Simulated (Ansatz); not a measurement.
An Ansatz input and the part of its output that reports the observables at the nuclei.

The cell is an entry of the Crystallography Open Database (COD), ions relaxed with PBE at fixed cell.

```yaml
crystal:
  lattice:
    - [5.0598, 0.0, 0.0]
    - [0.0, 10.0172, 0.0]
    - [0.0, 0.0, 5.2276]
  atoms:
    - { symbol: Hf, position: [0.7451451983, 0.8845375016, 0.9648639152] }
    - { symbol: Hf, position: [0.2451451983, 0.6154624984, 0.0351360848] }
    - { symbol: Hf, position: [0.2548548017, 0.3845375016, 0.5351360848] }
    - { symbol: Hf, position: [0.7548548017, 0.1154624984, 0.4648639152] }
    - { symbol: Hf, position: [0.2548548017, 0.1154624984, 0.0351360848] }
    - { symbol: Hf, position: [0.7548548017, 0.3845375016, 0.9648639152] }
    - { symbol: Hf, position: [0.7451451983, 0.6154624984, 0.4648639152] }
    - { symbol: Hf, position: [0.2451451983, 0.8845375016, 0.5351360848] }
    - { symbol: O, position: [0.8705067731, 0.7907435841, 0.6240161033] }
    - { symbol: O, position: [0.3705067731, 0.7092564159, 0.3759838967] }
    - { symbol: O, position: [0.1294932269, 0.2907435841, 0.8759838967] }
    - { symbol: O, position: [0.6294932269, 0.2092564159, 0.1240161033] }
    - { symbol: O, position: [0.1294932269, 0.2092564159, 0.3759838967] }
    - { symbol: O, position: [0.6294932269, 0.2907435841, 0.6240161033] }
    - { symbol: O, position: [0.8705067731, 0.7092564159, 0.1240161033] }
    - { symbol: O, position: [0.3705067731, 0.7907435841, 0.8759838967] }
    - { symbol: O, position: [0.5028771792, 0.9764425487, 0.2617207594] }
    - { symbol: O, position: [0.0028771792, 0.5235574513, 0.7382792406] }
    - { symbol: O, position: [0.4971228208, 0.4764425487, 0.2382792406] }
    - { symbol: O, position: [0.9971228208, 0.0235574513, 0.7617207594] }
    - { symbol: O, position: [0.4971228208, 0.0235574513, 0.7382792406] }
    - { symbol: O, position: [0.9971228208, 0.4764425487, 0.2617207594] }
    - { symbol: O, position: [0.5028771792, 0.5235574513, 0.7617207594] }
    - { symbol: O, position: [0.0028771792, 0.9764425487, 0.2382792406] }
kpoints:
  mp_grid: { grid: [5, 3, 5] }
scf:
  occupations: { method: fermi_dirac, width: 0.02 }
hamiltonian:
  xc: r2scan
  pseudopotentials: { kind: paw }
output:
  forces: true
  stress: true
  populations: true
  efg:
    quadrupole_moments_barn: { Hf: 3.365, O: -0.02558 }
    contact_densities: true
```

```sh
ansatz run input.yaml --threads 4 --pin off --max-ram 8192MiB --backend cpu --events-out ev --progress --plain --runs-dir out
```

Of the output, the block on the nuclei alone is shown; the set-up, the SCF iterations, energies, forces and stress are cut. One atom of each set with nearly equal values is shown.

```
--- PAW observables at the nuclei: V_zz in 10²¹ V/m², potentials from the cell's mean, atoms counted from 1 ---
  atom   1  Hf V_zz =   +11.685009   η = 0.2675   by run symmetry: allowed   C_q = +950.7547 MHz
            electrostatic potential = -14181.235442 V   contact ρ = 7525042.301465 e/Å³
  atom   9  O  V_zz =    -2.936199   η = 0.5019   by run symmetry: allowed   C_q = +1.8161 MHz
            electrostatic potential = -631.440088 V   contact ρ = 2151.165806 e/Å³
  atom  17  O  V_zz =    -1.582560   η = 0.6584   by run symmetry: allowed   C_q = +0.9788 MHz
            electrostatic potential = -631.062960 V   contact ρ = 2150.928321 e/Å³
```

The run took 15 s of wall time (57 s of CPU time) and 2.3 GiB at its peak, on 4 threads of AMD EPYC 9R45 (Zen 5) (x86_64; 16 cores open to the job, memory cap 8.0 GiB, no GPU), a shared host with a load of 0.4 a core.

Without spin–orbit coupling the gradients at and beside Hf can be off by some per cent, at some sites by more.
